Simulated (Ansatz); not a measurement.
The system is ZrB2.

```
Zr B
1.0
     3.17000    0.00000    0.00000
    -1.58500    2.74530    0.00000
     0.00000    0.00000    3.53300
Zr B
1 2
Direct
  0.00000 0.00000 0.00000
  0.66667 0.33333 0.50000
  0.33333 0.66667 0.50000
```

- Program: Ansatz 0.2.0
- Task: relaxation of cell and atoms
- Functional: r2SCAN
- Potentials or basis: Ansatz PAW
- Cutoff: 500 eV (not typed: the program's choice for these potentials)
- k mesh: 10 × 10 × 8
- Occupations: fermi-dirac, width 0.05 eV
- Spin: no spin polarisation
- Hubbard terms: Zr d U = 8 eV

At the start: volume 10.25 Å³/atom.

Problem. How do energy, volume and symmetry change on relaxing?

Solution. It ends after 6 steps and the volume is 10.68 Å³/atom (+4.2 %); space group P6/mmm (No. 191, to 0.05 Å).

The path:
| step | energy change (eV) | largest force (eV/Å) | volume (Å³) |
| --- | --- | --- | --- |
| 1 | 0.0000 | 0.0000 | 30.75 |
| 2 | -0.0429 | 0.0000 | 32.50 |
| 3 | -0.0510 | 0.0000 | 32.11 |
| 4 | -0.0511 | 0.0000 | 32.03 |
| 5 | -0.0511 | 0.0000 | 32.04 |
| 6 | -0.0520 | 0.0000 | 32.04 |

Final structure:
```
Zr B
1.0
     3.18237    0.00000    0.00000
    -1.59119    2.75602    0.00000
     0.00000    0.00000    3.65262
Zr B
1 2
Direct
  0.00000 0.00000 0.00000
  0.66667 0.33333 0.50000
  0.33333 0.66667 0.50000
```

Caveat: the plane-wave basis is chosen anew once the cell has moved, so the energies of steps on either side of that aren't comparable; U without spin polarisation on a metal has little footing; the PAW data sets come from PBE, with cores solved anew for the run's functional, which leaves a small shift of forces and pressure; the U is typed as a test and isn't derived for this compound.
